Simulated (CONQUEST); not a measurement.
Hf under changes of volume

One of the cells (22.380 Å³/atom); the others are scaled copies at fixed shape and fractional positions:

```
CELL_PARAMETERS angstrom
3.19670 0.00000 0.00000
0.00000 5.05780 0.00000
0.00000 0.00000 5.53685
ATOMIC_POSITIONS crystal
Hf 0.00000 0.75000 0.33333
Hf 0.50000 0.75000 0.83333
Hf 0.00000 0.25000 0.66667
Hf 0.50000 0.25000 0.16667
```

```yaml
Program: CONQUEST 1.3
Functional: PBEsol
Potentials_or_basis: PseudoDojo NC PBEsol, DZP, grid of 32 × 48 × 60 points
k_mesh: 8 × 5 × 5
Occupations: fermi-dirac, width 0.05 eV
Spin: no spin polarisation
```

```csv
volume (Å³/atom),energy over the lowest point (meV/atom),pressure (GPa),largest force (eV/Å)
21.037,9.96,4.3,0.007
21.485,1.37,1.7,0.008
21.933,0.00,-0.7,0.003
22.380,5.10,-3.0,0.006
22.828,16.13,-5.0,0.004
23.276,32.58,-6.8,0.000
23.723,?,?,?
```

What does the run at 23.723 Å³/atom give?

Energy over the lowest point 54.05 meV/atom; pressure -8.6 GPa; largest force 0.001 eV/Å.

Worked out: A Birch-Murnaghan fit of order 3 (a polynomial in V^(-2/3)) to the other rows has its minimum at 21.80 Å³/atom with B0 = V·E''(V) = 117 GPa and B' = 3.7 at fixed shape and positions, which overstates the stiffness. It gives 53.86 meV/atom at 23.723 Å³/atom, against the run's 54.05, and -dE/dV = -8.5 GPa, against -8.6.

Energies are extrapolated to zero smearing.

Caveats: the basis of atomic orbitals isn't converged, which shifts pressures, moduli and gaps.
